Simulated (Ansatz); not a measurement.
**Preparing Ga2O3 (C2/m) as a host crystal**

Aim: the runs on the perfect crystal Ga2O3 (C2/m) that a defect calculation needs first.

Method: plane-wave PAW DFT, r2SCAN; relaxation of the host's cell and atoms; PAW set soft_1, in the first sound run; inputs show where later runs differ, in Ansatz 0.2.0.

Most raw output is cut from this account.

## Step 1: Starting point

The structure is monoclinic, space group C2/m (No. 12). Conventional cell: a = 12.280 Å, b = 3.048 Å, c = 5.817 Å, α = 90.00°, β = 103.76°, γ = 90.00°. Ga has 6 O at 1.94 to 2.08 Å nearest. Nearest to Ga lie 4 O at 1.84 to 1.87 Å. O has 3 Ga at 1.84 to 1.94 Å nearest. Nearest to O lie 4 Ga at 1.87 to 2.08 Å. Nearest to O lie 3 Ga at 1.84 to 1.95 Å. Farther neighbours and most contacts between anions are not listed.

## Step 2: Host cell relaxation

Cell and atoms are relaxed together, until forces and stress fall under their thresholds.

Contents of cell/input.yaml:

```yaml
crystal:
  lattice:
    - [6.1402367, -1.5237837, 0.0]
    - [6.1402367, 1.5237837, 0.0]
    - [-1.3841309, 0.0, 5.6503489]
  atoms:
    - { symbol: Ga, position: [0.3411617, 0.3411617, 0.68526966] }
    - { symbol: Ga, position: [0.6588383, 0.6588383, 0.31473034] }
    - { symbol: Ga, position: [0.9095256, 0.9095256, 0.205214] }
    - { symbol: Ga, position: [0.0904744, 0.0904744, 0.794786] }
    - { symbol: O, position: [0.50353087, 0.50353087, 0.74333591] }
    - { symbol: O, position: [0.49646913, 0.49646913, 0.25666409] }
    - { symbol: O, position: [0.82662894, 0.82662894, 0.43676984] }
    - { symbol: O, position: [0.17337106, 0.17337106, 0.56323016] }
    - { symbol: O, position: [0.16450498, 0.16450498, 0.10915408] }
    - { symbol: O, position: [0.83549502, 0.83549502, 0.89084592] }
basis:
  ecutwfc: 500
  xc_grid: 2
hamiltonian:
  xc: r2scan
  pseudopotentials: { kind: paw, azcp: { folder: soft_1 } }
kpoints:
  mp_grid: { grid: [9, 9, 5] }
scf:
  occupations: { method: fixed }
  max_iter: 100
relax:
  f_tol: 0.005
  max_steps: 60
  cell: {}
output:
  forces: true
  stress: true
checkpoint:
  write: "../cell.run"
  compress: false
  write_wavefunctions: false
  write_every: 100000
```

Run with:

```
ansatz run input.yaml --threads 32 --pin off --max-ram 84787MiB --backend cuda --events-out ev --progress --plain --runs-dir out --max-vram 78GiB
```

Elapsed: 6.7 s, on 1 × NVIDIA GB200 with 32 threads of Arm Neoverse V2, shared host; peak memory 1 GiB.

Step by step:

```csv
step,energy less that of the first step (eV),largest force component (eV/Å),pressure (GPa),volume (Å³)
1,0.0000,0.0742,-1.54,105.73
2,-0.0038,0.0394,-0.66,105.30
3,-0.0049,0.0065,0.03,104.99
4,-0.0049,0.0116,-0.01,105.03
5,-0.0049,0.0021,0.00,105.01
6*,-0.0042,0.0021,0.00,105.01
```

Relaxation steps marked * repeat the geometry before them on a plane-wave basis chosen anew for their cell, so energy and pressure can jump there.

The run keeps the 4 symmetry operations that it works with, so distortions that break them were not tested.

```csv
cell as run,before,after,change
a (Å),6.326,6.312,-0.2 %
b (Å),6.326,6.312,-0.2 %
c (Å),5.817,5.808,-0.2 %
α (°),103.35,103.39,+0.0 %
β (°),103.35,103.39,+0.0 %
γ (°),27.87,27.86,-0.1 %
volume (Å³/atom),10.57,10.50,-0.7 %
```

This step gave:

- pressure: 0.003881 GPa

The relaxation ends with a largest force component of 0.0021 eV/Å and a pressure of 0.00 GPa.

## Step 3: Dielectric tensors of the host

The response to a uniform electric field gives the electronic dielectric tensor.

This step: plane-wave PAW DFPT, PBEsol; dielectric tensors, Born charges and zone-centre modes of the host; PAW set soft_1 (Ansatz 0.2.0).

Contents of eps/input.yaml:

```yaml
crystal:
  lattice:
    - [6.1265954155, -1.5194804787, -0.0026150466]
    - [6.1265954155, 1.5194804787, -0.0026150466]
    - [-1.3834622942, 0.0, 5.6409524212]
  atoms:
    - { symbol: Ga, position: [0.3412914738, 0.3412914738, 0.6855455686] }
    - { symbol: Ga, position: [0.6587085262, 0.6587085262, 0.3144544314] }
    - { symbol: Ga, position: [0.9094760976, 0.9094760976, 0.2051927019] }
    - { symbol: Ga, position: [0.0905239024, 0.0905239024, 0.7948072981] }
    - { symbol: O, position: [0.5037459962, 0.5037459962, 0.7438036944] }
    - { symbol: O, position: [0.4962540038, 0.4962540038, 0.2561963056] }
    - { symbol: O, position: [0.8266685284, 0.8266685284, 0.4364762482] }
    - { symbol: O, position: [0.1733314716, 0.1733314716, 0.5635237518] }
    - { symbol: O, position: [0.1641900411, 0.1641900411, 0.1091184621] }
    - { symbol: O, position: [0.8358099589, 0.8358099589, 0.8908815379] }
basis:
  ecutwfc: 420
hamiltonian:
  xc: pbesol
  pseudopotentials: { kind: paw, azcp: { folder: soft_1 }, xc_functional: pbe }
kpoints:
  mp_grid: { grid: [8, 8, 4] }
scf:
  occupations: { method: fixed }
  max_iter: 100
phonons:
  method: dfpt
  dielectric: true
  rigid_motions: translations
```

Wall time 24 s (1 × NVIDIA GB200 with 32 threads); peak memory 5.5 GiB.

Electronic dielectric tensor:

```
4.07 0.00 0.00
0.00 4.18 0.00
0.00 0.00 4.18
```

Static dielectric tensor:

```
11.02  0.00 -0.83
 0.00 10.83  0.00
-0.83  0.00 13.62
```

The principal values of the electronic dielectric tensor are 4.07, 4.18 and 4.18. The principal values of the static dielectric tensor are 10.77, 10.83 and 13.87.

## Step 4: Defect free supercell relaxed in its symmetry

This cell, the one that will hold the defects, is built from the relaxed host. Its coarser k-points can move the atoms a little, so it is relaxed from the symmetric sites, as the reference for the test of stability.

This step: plane-wave PAW DFT, r2SCAN; relaxation of the defect-free supercell in its symmetry; PAW set soft_1 (Ansatz 0.2.0).

System of this step: Ga2O3 (C2/m). The cell holds 120 atoms: 48 Ga and 72 O. Cell: a = 12.253 Å, b = 9.117 Å, c = 11.616 Å, α = 90.0°, β = 103.8°, γ = 90.0°.

Contents of pristine.symmetric/input.yaml:

```yaml
crystal:
  lattice:
    - [12.2531908311, 0.0, -0.0052300931]
    - [0.0, 9.1168828725, 0.0]
    - [-2.7669245884, 0.0, 11.2819048424]
  atoms:
    - { symbol: Ga, position: [0.3412914738, 0.0, 0.3427727843] }
    - { symbol: Ga, position: [0.8412914738, 0.1666666667, 0.3427727843] }
    - { symbol: Ga, position: [0.1587085262, 0.1666666667, 0.1572272157] }
    - { symbol: Ga, position: [0.6587085262, 0.0, 0.1572272157] }
    - { symbol: Ga, position: [0.4094760976, 0.1666666667, 0.102596351] }
    - { symbol: Ga, position: [0.9094760976, 0.0, 0.102596351] }
    - { symbol: Ga, position: [0.0905239024, 0.0, 0.397403649] }
    - { symbol: Ga, position: [0.5905239024, 0.1666666667, 0.397403649] }
    - { symbol: O, position: [0.0037459962, 0.1666666667, 0.3719018472] }
    - { symbol: O, position: [0.5037459962, 0.0, 0.3719018472] }
    - { symbol: O, position: [0.4962540038, 0.0, 0.1280981528] }
    - { symbol: O, position: [0.9962540038, 0.1666666667, 0.1280981528] }
    - { symbol: O, position: [0.3266685284, 0.1666666667, 0.2182381241] }
    - { symbol: O, position: [0.8266685284, 0.0, 0.2182381241] }
    - { symbol: O, position: [0.1733314716, 0.0, 0.2817618759] }
    - { symbol: O, position: [0.6733314716, 0.1666666667, 0.2817618759] }
    - { symbol: O, position: [0.1641900411, 0.0, 0.054559231] }
    - { symbol: O, position: [0.6641900411, 0.1666666667, 0.054559231] }
    - { symbol: O, position: [0.3358099589, 0.1666666667, 0.445440769] }
    - { symbol: O, position: [0.8358099589, 0.0, 0.445440769] }
    - { symbol: Ga, position: [0.3412914738, 0.0, 0.8427727843] }
    - { symbol: Ga, position: [0.8412914738, 0.1666666667, 0.8427727843] }
    - { symbol: Ga, position: [0.1587085262, 0.1666666667, 0.6572272157] }
    - { symbol: Ga, position: [0.6587085262, 0.0, 0.6572272157] }
    - { symbol: Ga, position: [0.4094760976, 0.1666666667, 0.602596351] }
    - { symbol: Ga, position: [0.9094760976, 0.0, 0.602596351] }
    - { symbol: Ga, position: [0.0905239024, 0.0, 0.897403649] }
    - { symbol: Ga, position: [0.5905239024, 0.1666666667, 0.897403649] }
    - { symbol: O, position: [0.0037459962, 0.1666666667, 0.8719018472] }
    - { symbol: O, position: [0.5037459962, 0.0, 0.8719018472] }
[... 84 atom lines left out ...]
    - { symbol: O, position: [0.1733314716, 0.6666666667, 0.7817618759] }
    - { symbol: O, position: [0.6733314716, 0.8333333333, 0.7817618759] }
    - { symbol: O, position: [0.1641900411, 0.6666666667, 0.554559231] }
    - { symbol: O, position: [0.6641900411, 0.8333333333, 0.554559231] }
    - { symbol: O, position: [0.3358099589, 0.8333333333, 0.945440769] }
    - { symbol: O, position: [0.8358099589, 0.6666666667, 0.945440769] }
basis:
  ecutwfc: 500
  xc_grid: 2
hamiltonian:
  xc: r2scan
  pseudopotentials: { kind: paw, azcp: { folder: soft_1 } }
kpoints:
  mp_grid: { grid: [1, 1, 1] }
scf:
  occupations: { method: fermi_dirac, width: 0.01 }
  max_iter: 100
  lower_state_search: "off"
output:
  forces: true
relax:
  f_tol: 0.015
  max_steps: 60
  escape_saddle: false
checkpoint:
  write: "../pristine.symmetric.run"
  compress: false
  write_wavefunctions: false
  write_every: 100000
```

It took 3.4 s on 1 × NVIDIA GB200 with 32 threads; peak memory 1.4 GiB.

Hardly anything moved in the relaxation; the energy changed by under 0.2 meV an atom.

## Step 5: Defect free supercell relaxed from displaced atoms

This step: plane-wave PAW DFT, r2SCAN; relaxation of the defect-free supercell from random displacements, a test of the host's stability; PAW set soft_1 (Ansatz 0.2.0).

pristine.rattled/input.yaml, as its differences from pristine.symmetric/input.yaml of step 4:

```diff
@@ -59,6 +59,6 @@
   f_tol: 0.015
-  max_steps: 60
-  escape_saddle: false
+  max_steps: 120
+  random_displacement: { amplitude: 0.06, seed: 9243 }
 checkpoint:
-  write: "../pristine.symmetric.run"
+  write: "../pristine.rattled.run"
   compress: false
```

The job ended after 5.1 s (1 × NVIDIA GB200 with 32 threads; peak memory 1.4 GiB).

Relaxation path:

```csv
step,energy less that of the first step (eV),largest force component (eV/Å)
1,0.0000,2.7178
2,-2.6964,1.3200
3,-3.7818,0.0332
4,-3.7818,0.0336
5,-3.7828,0.0017
```

The relaxation ends 32 meV an atom lower than the displaced start, with a largest force component of 0.0017 eV/Å.

## Step 6: Host on a dense mesh

This step: plane-wave PAW DFT, r2SCAN; single point of the defect-free host, a test of the k-point sampling; PAW set soft_1 (Ansatz 0.2.0).

System of this step: Ga2O3 (C2/m). Symmetry: C2/m, No. 12, monoclinic system. Conventional cell: a = 12.253 Å, b = 3.039 Å, c = 5.808 Å, α = 90.00°, β = 103.80°, γ = 90.00°. Ga has 6 O at 1.94 to 2.08 Å nearest. Ga has 4 O at 1.83 to 1.87 Å nearest. Nearest to O lie 3 Ga at 1.84 to 1.94 Å. O has 4 Ga at 1.87 to 2.08 Å nearest. O has 3 Ga at 1.83 to 1.94 Å nearest. Farther neighbours and most contacts between anions are not listed.

dense/input.yaml, as its differences from eps/input.yaml of step 3:

```diff
@@ -17,14 +17,17 @@
 basis:
-  ecutwfc: 420
+  ecutwfc: 500
+  xc_grid: 2
 hamiltonian:
-  xc: pbesol
-  pseudopotentials: { kind: paw, azcp: { folder: soft_1 }, xc_functional: pbe }
+  xc: r2scan
+  pseudopotentials: { kind: paw, azcp: { folder: soft_1 } }
 kpoints:
-  mp_grid: { grid: [8, 8, 4] }
+  mp_grid: { grid: [9, 9, 5] }
 scf:
-  occupations: { method: fixed }
+  occupations: { method: fermi_dirac, width: 0.01 }
   max_iter: 100
-phonons:
-  method: dfpt
-  dielectric: true
-  rigid_motions: translations
+  lower_state_search: "off"
+checkpoint:
+  write: "../dense.run"
+  compress: false
+  write_wavefunctions: false
+  write_every: 100000
```

It took 2.2 s on 1 × NVIDIA GB200 with 32 threads; peak memory 1 GiB; 5.9 s of CPU time.

## Step 7: Defect free supercell at the zone centre

The supercell is run at the zone centre, to see how far that sampling misses the dense mesh.

System of this step: Ga2O3 (C2/m). The cell holds 120 atoms: 48 Ga and 72 O. Its edges and angles: a = 12.253 Å, b = 9.117 Å, c = 11.616 Å, α = 90.0°, β = 103.8°, γ = 90.0°.

pristine.sampling_gamma/input.yaml, as its differences from pristine.rattled/input.yaml of step 5:

```diff
@@ -55,10 +55,4 @@
   lower_state_search: "off"
-output:
-  forces: true
-relax:
-  f_tol: 0.015
-  max_steps: 120
-  random_displacement: { amplitude: 0.06, seed: 9243 }
 checkpoint:
-  write: "../pristine.rattled.run"
+  write: "../pristine.sampling_gamma.run"
   compress: false
```

Run time: 1.8 s. Hardware: 1 × NVIDIA GB200 with 32 threads; peak memory 1.3 GiB; 4.1 s of CPU time.

## Step 8: Defect free supercell at the quarter point

The supercell is run at one point off the zone centre, to see how far that sampling misses the dense mesh.

pristine.sampling_quarter/input.yaml, as its differences from pristine.sampling_gamma/input.yaml of step 7:

```diff
@@ -50,3 +50,3 @@
 kpoints:
-  mp_grid: { grid: [1, 1, 1] }
+  mp_grid: { grid: [1, 1, 1], shift: [0.25, 0.25, 0.25] }
 scf:
@@ -56,3 +56,3 @@
 checkpoint:
-  write: "../pristine.sampling_gamma.run"
+  write: "../pristine.sampling_quarter.run"
   compress: false
```

It took 2 s on 1 × NVIDIA GB200 with 32 threads; peak memory 1.5 GiB; 4.3 s of CPU time.

## Step 9: What came out

```json
{
 "primitive cell vectors, lengths": "6.312, 6.312, 5.808 Å",
 "electronic dielectric constant": "principal values (4.07, 4.18, 4.18)",
 "static dielectric constant": "principal values (10.77, 10.83, 13.87)",
 "gap on the k-mesh of the response run (PBEsol)": "2.29 eV",
 "supercell relaxed in its symmetry less the displaced and relaxed one": "0.000 eV",
 "energy an atom at the zone centre alone less that on the dense mesh": "0.013 eV",
 "energy an atom at one point at (¼, ¼, ¼) less that on the dense mesh": "0.000 eV"
}
```

In words: Step 5: The energy fell by 3.783 eV from the randomly displaced start; the atoms end within 0.005 Å of the sites as typed, once the mean shift is taken out. The displaced cell ends within 0.01 eV of the symmetric one relaxed in its symmetry, so no lower structure shows in this supercell. The k-mesh can miss the band edges, so this gap is an upper bound at this level. All at zero temperature.

[Logs are printed without paths, hosts, clocks, repeated set-up lines and the standing remarks that a program may print on its own settings, such as how far it seeks lower states.]

[Hosts, paths, dates, database ids (printed as entryN), source tags and the programs' standing remarks are cut or masked in the printed files.]

[Runs of the host that timed out are not shown.]

[For some hosts the program warned that the k-mesh of the response run may be too coarse for force constants and the static dielectric constant; such warnings are not always shown.]

[The program warned that the k-mesh of a response run behind this text may be too coarse: force constants, and the static dielectric constant and all else formed from them, are not shown converged.]
